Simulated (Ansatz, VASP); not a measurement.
**One calculation of Na, two programs**

```xyz
3
Lattice="3.7196 0.0000 0.0000 -1.8598 3.2213 0.0000 0.0000 0.0000 21.0617" Properties=species:S:1:pos:R:3 pbc="T T T"
Na    0.0000    2.1475    7.5000
Na    1.8598    1.0738   10.5309
Na    0.0000    2.1475   13.5617
```

Alike in both runs: task single point; functional PBEsol; k mesh 12 × 12 × 1; occupations gaussian, width 0.1 eV; no spin polarisation.

|  | VASP | Ansatz |
| --- | --- | --- |
| version | VASP 6.6.1 | Ansatz 0.2.0 |
| potentials or method | VASP PAW PBE potentials, release 64 (Na_pv) | scalar-relativistic, plane waves, PAW |
| plane-wave cutoff (eV) | 520 | 420 |
| valence electrons in the cell | 21 | 27 |

```csv
,VASP,Ansatz,Ansatz less VASP
gap on the k mesh at the Fermi level (eV),none,none,-
rms of the force components (eV/Å),0.007,0.007,+0.0001
```

Atom by atom the forces differ by 0.000 eV/Å (rms over components). A gap of «none» marks a metal or a gap that the smearing closes. The two sets of potentials don't hold the same shells in valence. Ansatz warned: «vacuum_density_over_bound».

Caveats: the PAW data sets were made with another functional, which shifts forces and pressure a little (VASP).
